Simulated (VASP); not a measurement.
# BP (F-43m) in VASP: notebook

The runs below take BP through G0W0 quasiparticle levels, with PBE.

Program: VASP 6.6.1. These are calculated values, not measurements. Logs are shortened: lines on timing, memory, paths and dates and some standing lists are left out, and cuts for length are marked.

### Step 1. The crystal as given

It takes space group F-43m (No. 216, cubic). Conventional cell: a = 4.538 Å, b = 4.538 Å, c = 4.538 Å, α = 90.00°, β = 90.00°, γ = 90.00°. P (site symmetry -43m) is surrounded by 4 B at 1.97 Å. B (site symmetry -43m) is surrounded by 4 P at 1.97 Å.

### Step 2. G0W0 quasiparticle levels, PBE

POSCAR reads:

```
BP
1.0
    0.0000000000      2.2690000000      2.2690000000
    2.2690000000      0.0000000000      2.2690000000
    2.2690000000      2.2690000000      0.0000000000
P B
1 1
Direct
    0.7500000000      0.7500000000      0.7500000000
    0.0000000000      0.0000000000      0.0000000000
```

INCAR.step1 reads:

```
PREC = Accurate
ENCUT = 450
EDIFF = 1E-8
ISMEAR = 0
SIGMA = 0.01
LREAL = F
LASPH = T
NELM = 100
ALGO = Fast
LWAVE = T
LCHARG = F
GGA = PE
```

INCAR.step2 reads:

```
PREC = Accurate
ENCUT = 450
EDIFF = 1E-8
ISMEAR = 0
SIGMA = 0.01
LREAL = F
LASPH = T
NELM = 1
ALGO = Exact
LWAVE = T
LCHARG = F
GGA = PE
NBANDS = 97
LOPTICS = T
ISTART = 1
```

INCAR.step3 reads:

```
PREC = Accurate
ENCUT = 450
EDIFF = 1E-8
ISMEAR = 0
SIGMA = 0.01
LREAL = F
LASPH = T
ALGO = EVGW0
LWAVE = F
LCHARG = F
GGA = PE
NELMGW = 1
NBANDS = 97
ENCUTGW = 200
NOMEGA = 48
PRECFOCK = Fast
ISTART = 1
NBANDSGW = 12
```

KPOINTS reads:

```
regular mesh
0
Gamma
  5 5 5
```

Potentials or basis: VASP PAW PBE potentials, release 64 (P_GW, B_GW).

The run is started by

```
cat potpaw_PBE.64/P_GW/POTCAR potpaw_PBE.64/B_GW/POTCAR > POTCAR
cp INCAR.step1 INCAR
mpirun -np 1 vasp_std > vasp.out
cp INCAR.step2 INCAR
mpirun -np 1 vasp_std > vasp.out
cp INCAR.step3 INCAR
mpirun -np 1 vasp_std > vasp.out
```

OUTCAR:

```text
PREC = Accurate
   ENCUT = 450
   EDIFF = 1E-8
   ISMEAR = 0
   LREAL = F
   LASPH = T
   GGA = PE
   NELMGW = 1
   ENCUTGW = 200
   PRECFOCK = Fast
   ISTART = 1

 Found     10 irreducible k-points:

 Following reciprocal coordinates:
            Coordinates               Weight
  0.000000  0.000000  0.000000      1.000000
  0.200000  0.000000  0.000000      8.000000
  0.400000  0.000000  0.000000      8.000000
  0.200000  0.200000  0.000000      6.000000
  0.400000  0.200000  0.000000     24.000000
 -0.400000  0.200000  0.000000     24.000000
   k-points           NKPTS =     10   k-points in BZ     NKDIM =    125   number of bands    NBANDS=     97
   number of dos      NEDOS =    301   number of ions     NIONS =      2
   total plane-waves  NPLWV =  13824
   dimension x,y,z NGX =    24 NGY =   24 NGZ =   24
   dimension x,y,z NGXF=    48 NGYF=   48 NGZF=   48
   ions per type =               1   1
   NGX,Y,Z   is equivalent  to a cutoff of  12.43, 12.43, 12.43 a.u.
   NGXF,Y,Z  is equivalent  to a cutoff of  24.87, 24.87, 24.87 a.u.
 SYSTEM =  unknown system
   PREC   = accura    normal or accurate (medium, high low for compatibility)
   ISTART =      1    job   : 0-new  1-cont  2-samecut
   ICHARG =      0    charge: 1-file 2-atom 10-const
   ISPIN  =      1    spin polarized calculation?
   LNONCOLLINEAR =      F non collinear calculations
   LSORBIT =      F    spin-orbit coupling
   LASPH  =      T    aspherical Exc in radial PAW
   ENCUT  =  450.0 eV  33.07 Ry    5.75 a.u.   5.55  5.55  5.55*2*pi/ulx,y,z
   NELM   =     60;   NELMIN=  2; NELMDL=  0     # of ELM steps
   EDIFF  = 0.1E-07   stopping-criterion for ELM
   LREAL  =      F    real-space projection
   EDIFFG = 0.1E-06   stopping-criterion for IOM
   NSW    =      0    number of steps for IOM
   IBRION =     -1    ionic relax: 0-MD 1-quasi-New 2-CG
   NFREE  =      0    steps in history (QN), initial steepest desc. (CG)
   ISIF   =      0    stress and relaxation
   ISYM   =      3    0-nonsym 1-usesym 2-fastsym
   POTIM  = 0.5000    time-step for ionic-motion
   TEBEG  =    0.0;   TEEND  =   0.0 temperature during run
   PSTRESS=    0.0 pullay stress
   NELECT =       8.0000    total number of electrons
   NUPDOWN=      -1.0000    fix difference up-down
   EMIN   =  10.00;   EMAX   =-10.00  energy-range for DOS
   EFERMI =   0.00;   METHOD = LEGACY
   ISMEAR =     0;   SIGMA  =   0.01  broadening in eV -4-tet -1-fermi 0-gaus
   EFERMI_NEDOS =   21; number of points for ismear=-14 and -15
   IALGO  =     38    algorithm
   IMIX   =      4    mixing-type and parameters
     AMIX     =   0.40;   BMIX     =  1.00
     AMIX_MAG =   1.60;   BMIX_MAG =  1.00
  volume/ion in A,a.u.               =      11.68        78.83
  Fermi-wavevector in a.u.,A,eV,Ry     =   1.145320  2.164342 17.847562  1.311759
  Thomas-Fermi vector in A             =   2.282009
   LORBIT       =      0    0 simple, 1 ext, 2 COOP (PROOUT), +10 PAW based schemes
   GGA     = PE    functional components
   LHFCALC =     T    Hartree Fock is set to
   PRECFOCK=fast      Normal, Fast or Accurate (Low or Medium for compatibility)
   ENCUT4O =  -1.0   cutoff for four orbital integrals eV
   NKREDX  =     1    reduce k-point grid by
   NKREDY  =     1    reduce k-point grid by
   NKREDZ  =     1    reduce k-point grid by
   AEXX    =    1.0000 exact exchange contribution
   HFSCREEN=    0.0000 screening length (either q_TF or 0.3 A-1)
   HFSCREENC=   0.0000 screening length for correlation (either q_TF or 0.3 A-1)
   ENCUTFOCK=  -1.0 apply spherical cutoff to Coloumb kernel
   IVDW    =     0    specifies the selected vdW correction
   LEPSILON=     F    determine dielectric tensor
   LRPA    =     F    only Hartree local field effects (RPA)
   LRPAFORCE           =     F    calculate RPA forces
   ENCUTGW             = 200.0    cutoff for response function in eV
   ENCUTGWSOFT         = 160.0    soft cutoff for Coulomb kernel in GW response function in eV
   ENCUTLF             =  -1.0    cutoff for local field effects
   NELMGW              =     1    number of iterations in solving QP/BSE equation
   NELMHF              =     1    number of iterations in the inner HF iteration
   NKREDLFX            =     1    NKREDLFY  =   1   NKREDLFZ  =   1
 non-spin polarized calculation
 Gauss-broadening in eV      SIGMA  =   0.01
  energy-cutoff  :      450.00
  volume of cell :       23.36
 maximum number of plane-waves:       531
 NGX is ok and might be reduce to    24
  NGX = 14; NGY = 14; NGZ = 14
   NGX = 11   NGY = 11   NGZ = 11
 maximum number of plane-waves:       169

 QP shifts <psi_nk| G(iteration)W_0 |psi_nk>: iteration 1
 for sc-GW calculations column KS-energies equals QP-energies in previous step
 and V_xc(KS)=  KS-energies - (<T + V_ion + V_H > + <T+V_H+V_ion>^1  + <V_x>^1)

 k-point   1 :       0.0000    0.0000    0.0000
  band No.  KS-energies  QP-energies   sigma(KS)   V_xc(KS)     V^pw_x(r,r')   Z            occupation Imag(sigma)

      1      -8.3189      -9.1837     -13.2889     -12.0579     -20.4765       0.7026       2.0000       1.4101
      2       7.1466       6.5852     -14.0221     -13.3070     -15.0360       0.7851       2.0000       0.0788
      3       7.1466       6.5852     -14.0221     -13.3070     -15.0360       0.7851       2.0000       0.0788
      4       7.1466       6.5852     -14.0221     -13.3070     -15.0360       0.7851       2.0000       0.0788
      5      10.5455      10.9071     -11.6138     -12.0759      -7.0710       0.7825       0.0000      -0.0692
      6      10.5455      10.9071     -11.6138     -12.0759      -7.0710       0.7825       0.0000      -0.0692
      7      10.5455      10.9071     -11.6138     -12.0759      -7.0710       0.7825       0.0000      -0.0692
      8      14.5222      14.8735     -12.2930     -12.7596      -6.1785       0.7529       0.0000      -0.1707
      9      18.6677      18.5890      -9.5492      -9.4482      -3.3479       0.7792       0.0000      -0.3513
     10      19.1618      19.6318     -11.1477     -11.7575      -4.9638       0.7708       0.0000      -0.2958
     11      19.1618      19.6318     -11.1477     -11.7575      -4.9638       0.7708       0.0000      -0.2958
     12      22.8253      22.9651      -9.7577      -9.9387      -2.8100       0.7724       0.0000      -0.7769

 k-point   2 :       0.2000    0.0000    0.0000
  band No.  KS-energies  QP-energies   sigma(KS)   V_xc(KS)     V^pw_x(r,r')   Z            occupation Imag(sigma)
[... 65 lines left out ...]
      1      -4.5287      -5.3127     -13.7067     -12.6216     -19.5210       0.7224       2.0000       0.8358
      2      -1.2465      -2.0584     -13.1089     -11.9851     -17.4443       0.7225       2.0000       0.3749
      3       2.6054       1.8545     -13.3637     -12.3692     -15.9043       0.7550       2.0000       0.1348
      4       4.6583       3.9763     -13.6974     -12.8114     -15.5621       0.7698       2.0000       0.0963
      5      10.4688      10.7216     -10.8566     -11.1771      -6.1687       0.7889       0.0000      -0.0803
      6      13.7764      14.2081     -11.3968     -11.9605      -5.7816       0.7659       0.0000      -0.1377
      7      14.1187      14.4527     -11.7294     -12.1656      -6.1283       0.7657       0.0000      -0.1408
      8      17.3006      17.7257     -11.5051     -12.0751      -4.7380       0.7459       0.0000      -0.3195
      9      18.6029      18.9153     -11.2246     -11.6378      -4.5675       0.7561       0.0000      -0.3640
     10      19.4587      19.8203     -11.1324     -11.6036      -4.5568       0.7674       0.0000      -0.4132
     11      23.8643      23.9368      -9.9303     -10.0248      -3.0005       0.7671       0.0000      -0.6682
     12      25.7595      26.2150     -11.9735     -12.5911      -3.7352       0.7374       0.0000      -0.9838

 [... further k-points ...]
```

OUTCAR.step1:

```text
PREC = Accurate
   ENCUT = 450
   EDIFF = 1E-8
   ISMEAR = 0
   LREAL = F
   LASPH = T
[... 177 lines left out ...]
 -----------------------------------------------------------------------------------
      3.40350      3.40350      3.40350         0.000000      0.000000      0.000000
      0.00000      0.00000      0.00000        -0.000000     -0.000000     -0.000000
 -----------------------------------------------------------------------------------
    total drift:                               -0.000000     -0.000000     -0.000000

  FREE ENERGIE OF THE ION-ELECTRON SYSTEM (eV)
  ---------------------------------------------------
  free  energy   TOTEN  =       -12.8651782320 eV

  energy  without entropy=      -12.8651782320  energy(sigma->0) =      -12.86517823
```

OUTCAR.step2:

```text
PREC = Accurate
   ENCUT = 450
   EDIFF = 1E-8
   ISMEAR = 0
   LREAL = F
[... 561 lines left out ...]
     0.00000    11.78959    11.78959    11.78959    -0.00000    -0.00000     0.00000
     1.78009    13.17627    13.17627    13.17627    -0.00000    -0.00000     0.00000
     3.56017    12.93001    12.93001    12.93001    -0.00000    -0.00000     0.00000
     5.34026    30.26746    30.26746    30.26746    -0.00000    -0.00000     0.00000
     7.12034   -10.92562   -10.92562   -10.92562     0.00000     0.00000    -0.00000
     8.90043    -1.62962    -1.62962    -1.62962     0.00000    -0.00000    -0.00000
[... 92 lines left out ...]
   174.44838     0.98309     0.98309     0.98309     0.00000     0.00000    -0.00000
   176.22847     0.98345     0.98345     0.98345     0.00000     0.00000    -0.00000
```

Run time: 66 s. Hardware: 1 thread of Intel Xeon Platinum 8488C (Sapphire Rapids), shared host; peak memory 0.3 GiB.

These settings aren't checked as converged: the numbers below hold their error.

Results:

* Band gap on the k mesh, mean-field level: 1.24 eV, indirect (least direct gap 3.40 eV)
* Quasiparticle gap: 1.94 eV
* Least direct quasiparticle gap: 4.32 eV

Caveat: the k mesh is coarse (spacing up to 0.48 Å⁻¹), so the values aren't converged; bands, screening cutoff and mesh are small and nothing is extrapolated, so the quasiparticle values aren't converged; an odd mesh through Γ misses points on the zone boundary, where band edges often lie.

### Step 3. G0W0 quasiparticle levels, PBE

POSCAR is that of step 2.

INCAR.step1 is that of step 2.

Edit INCAR.step2 of step 2 so:

```diff
@@ -12,3 +12,3 @@
 GGA = PE
-NBANDS = 97
+NBANDS = 18
 LOPTICS = T
```

Edit INCAR.step3 of step 2 so:

```diff
@@ -12,4 +12,4 @@
 NELMGW = 1
-NBANDS = 97
-ENCUTGW = 200
+NBANDS = 18
+ENCUTGW = 75
 NOMEGA = 48
```

KPOINTS reads:

```
regular mesh
0
Gamma
  3 3 3
```

Potentials or basis: VASP PAW PBE potentials, release 64 (P_GW, B_GW).

The run is started by

```
cat potpaw_PBE.64/P_GW/POTCAR potpaw_PBE.64/B_GW/POTCAR > POTCAR
cp INCAR.step1 INCAR
mpirun -np 1 vasp_std > vasp.out
cp INCAR.step2 INCAR
mpirun -np 1 vasp_std > vasp.out
cp INCAR.step3 INCAR
mpirun -np 1 vasp_std > vasp.out
```

OUTCAR:

```text
PREC = Accurate
   ENCUT = 450
   EDIFF = 1E-8
   ISMEAR = 0
   LREAL = F
   LASPH = T
   GGA = PE
   NELMGW = 1
   ENCUTGW = 75
   PRECFOCK = Fast
   ISTART = 1

 Found      4 irreducible k-points:

 Following reciprocal coordinates:
            Coordinates               Weight
  0.000000  0.000000  0.000000      1.000000
  0.333333  0.000000  0.000000      8.000000
  0.333333  0.333333  0.000000      6.000000
 -0.333333  0.333333  0.000000     12.000000
   k-points           NKPTS =      4   k-points in BZ     NKDIM =     27   number of bands    NBANDS=     18
   number of dos      NEDOS =    301   number of ions     NIONS =      2
   total plane-waves  NPLWV =  13824
   dimension x,y,z NGX =    24 NGY =   24 NGZ =   24
   dimension x,y,z NGXF=    48 NGYF=   48 NGZF=   48
   ions per type =               1   1
   NGX,Y,Z   is equivalent  to a cutoff of  12.43, 12.43, 12.43 a.u.
   NGXF,Y,Z  is equivalent  to a cutoff of  24.87, 24.87, 24.87 a.u.
 SYSTEM =  unknown system
   PREC   = accura    normal or accurate (medium, high low for compatibility)
   ISTART =      1    job   : 0-new  1-cont  2-samecut
   ICHARG =      0    charge: 1-file 2-atom 10-const
   ISPIN  =      1    spin polarized calculation?
   LNONCOLLINEAR =      F non collinear calculations
   LSORBIT =      F    spin-orbit coupling
   LASPH  =      T    aspherical Exc in radial PAW
   ENCUT  =  450.0 eV  33.07 Ry    5.75 a.u.   5.55  5.55  5.55*2*pi/ulx,y,z
   NELM   =     60;   NELMIN=  2; NELMDL=  0     # of ELM steps
   EDIFF  = 0.1E-07   stopping-criterion for ELM
   LREAL  =      F    real-space projection
   EDIFFG = 0.1E-06   stopping-criterion for IOM
   NSW    =      0    number of steps for IOM
   IBRION =     -1    ionic relax: 0-MD 1-quasi-New 2-CG
   NFREE  =      0    steps in history (QN), initial steepest desc. (CG)
   ISIF   =      0    stress and relaxation
   ISYM   =      3    0-nonsym 1-usesym 2-fastsym
   POTIM  = 0.5000    time-step for ionic-motion
   TEBEG  =    0.0;   TEEND  =   0.0 temperature during run
   PSTRESS=    0.0 pullay stress
   NELECT =       8.0000    total number of electrons
   NUPDOWN=      -1.0000    fix difference up-down
   EMIN   =  10.00;   EMAX   =-10.00  energy-range for DOS
   EFERMI =   0.00;   METHOD = LEGACY
   ISMEAR =     0;   SIGMA  =   0.01  broadening in eV -4-tet -1-fermi 0-gaus
   EFERMI_NEDOS =   21; number of points for ismear=-14 and -15
   IALGO  =     38    algorithm
   IMIX   =      4    mixing-type and parameters
     AMIX     =   0.40;   BMIX     =  1.00
     AMIX_MAG =   1.60;   BMIX_MAG =  1.00
  volume/ion in A,a.u.               =      11.68        78.83
  Fermi-wavevector in a.u.,A,eV,Ry     =   1.145320  2.164342 17.847562  1.311759
  Thomas-Fermi vector in A             =   2.282009
   LORBIT       =      0    0 simple, 1 ext, 2 COOP (PROOUT), +10 PAW based schemes
   GGA     = PE    functional components
   LHFCALC =     T    Hartree Fock is set to
   PRECFOCK=fast      Normal, Fast or Accurate (Low or Medium for compatibility)
   ENCUT4O =  -1.0   cutoff for four orbital integrals eV
   NKREDX  =     1    reduce k-point grid by
   NKREDY  =     1    reduce k-point grid by
   NKREDZ  =     1    reduce k-point grid by
   AEXX    =    1.0000 exact exchange contribution
   HFSCREEN=    0.0000 screening length (either q_TF or 0.3 A-1)
   HFSCREENC=   0.0000 screening length for correlation (either q_TF or 0.3 A-1)
   ENCUTFOCK=  -1.0 apply spherical cutoff to Coloumb kernel
   IVDW    =     0    specifies the selected vdW correction
   LEPSILON=     F    determine dielectric tensor
   LRPA    =     F    only Hartree local field effects (RPA)
   LRPAFORCE           =     F    calculate RPA forces
   ENCUTGW             =  75.0    cutoff for response function in eV
   ENCUTGWSOFT         =  60.0    soft cutoff for Coulomb kernel in GW response function in eV
   ENCUTLF             =  -1.0    cutoff for local field effects
   NELMGW              =     1    number of iterations in solving QP/BSE equation
   NELMHF              =     1    number of iterations in the inner HF iteration
   NKREDLFX            =     1    NKREDLFY  =   1   NKREDLFZ  =   1
 non-spin polarized calculation
 Gauss-broadening in eV      SIGMA  =   0.01
  energy-cutoff  :      450.00
  volume of cell :       23.36
 maximum number of plane-waves:       531
 NGX is ok and might be reduce to    24
  NGX = 14; NGY = 14; NGZ = 14
   NGX = 11   NGY = 11   NGZ = 11
 maximum number of plane-waves:        39
 NGX is ok and might be reduce to    10

 QP shifts <psi_nk| G(iteration)W_0 |psi_nk>: iteration 1
 for sc-GW calculations column KS-energies equals QP-energies in previous step
 and V_xc(KS)=  KS-energies - (<T + V_ion + V_H > + <T+V_H+V_ion>^1  + <V_x>^1)

 k-point   1 :       0.0000    0.0000    0.0000
  band No.  KS-energies  QP-energies   sigma(KS)   V_xc(KS)     V^pw_x(r,r')   Z            occupation Imag(sigma)

      1      -8.2562      -8.5771     -12.4827     -12.0443     -20.4104       0.7321       2.0000       1.5801
      2       7.2423       7.5270     -12.9743     -13.3323     -15.6940       0.7953       2.0000       0.0979
      3       7.2423       7.5270     -12.9743     -13.3323     -15.6940       0.7953       2.0000       0.0979
      4       7.2423       7.5270     -12.9743     -13.3323     -15.6940       0.7953       2.0000       0.0979
      5      10.5996      11.6570     -10.7103     -12.0587      -6.6990       0.7842       0.0000      -0.1026
      6      10.5996      11.6570     -10.7103     -12.0587      -6.6990       0.7842       0.0000      -0.1026
      7      10.5996      11.6570     -10.7103     -12.0587      -6.6990       0.7842       0.0000      -0.1026
      8      14.6211      15.7950     -11.2207     -12.7388      -5.8616       0.7732       0.0000      -0.2646
      9      18.7364      19.2807      -8.6605      -9.3455      -3.2088       0.7945       0.0000      -0.4236
     10      19.2002      20.6893      -9.8345     -11.7529      -4.8887       0.7762       0.0000      -0.2812
     11      19.2002      20.6893      -9.8345     -11.7529      -4.8887       0.7762       0.0000      -0.2812
     12      22.8563      23.8959      -8.5616      -9.8669      -2.7229       0.7965       0.0000      -0.8051
[... 36 lines left out ...]
      1      -3.8247      -4.0050     -12.9568     -12.7142     -19.3027       0.7432       2.0000       0.7928
      2      -0.6121      -0.8611     -12.8448     -12.5124     -17.8964       0.7491       2.0000       0.4578
      3       0.8718       0.6760     -11.8867     -11.6314     -15.7545       0.7669       2.0000       0.2524
      4       4.1665       4.1935     -12.6598     -12.6946     -16.0028       0.7764       2.0000       0.1474
      5       9.8351      10.6463      -9.8936     -10.9091      -5.8143       0.7988       0.0000      -0.0963
      6      15.4335      16.5661     -10.1450     -11.5956      -5.2861       0.7808       0.0000      -0.2323
      7      15.7422      17.1264     -10.5628     -12.3392      -5.3371       0.7792       0.0000      -0.3000
      8      16.9754      18.2864     -10.7760     -12.4876      -5.3046       0.7659       0.0000      -0.3407
      9      17.6280      18.9377     -10.4473     -12.1376      -5.1107       0.7748       0.0000      -0.3363
     10      18.8698      20.1756      -9.7269     -11.3649      -4.7725       0.7972       0.0000      -0.3620
     11      25.9044      27.4069     -10.0968     -12.0790      -3.4867       0.7579       0.0000      -0.9444
     12      27.2862      28.5429      -8.5560     -10.1504      -2.6179       0.7882       0.0000      -0.9937
```

Run time: 7.2 s. Hardware: 1 thread of Intel Xeon Platinum 8488C (Sapphire Rapids), shared host; peak memory 0.16 GiB.

The run converged, but some of its settings lie outside the range that counts as converged, so its numbers aren't taken as properties of the crystal.

Results:

```
Band gap on the k mesh, mean-field level : 1.34 eV, indirect (least direct gap 3.36 eV)
Quasiparticle gap                        : 1.82 eV
Least direct quasiparticle gap           : 4.13 eV
```

Caveat: the k mesh is coarse (spacing up to 0.80 Å⁻¹), so the values aren't converged; bands, screening cutoff and mesh are small and nothing is extrapolated, so the quasiparticle values aren't converged; an odd mesh through Γ misses points on the zone boundary, where band edges often lie.
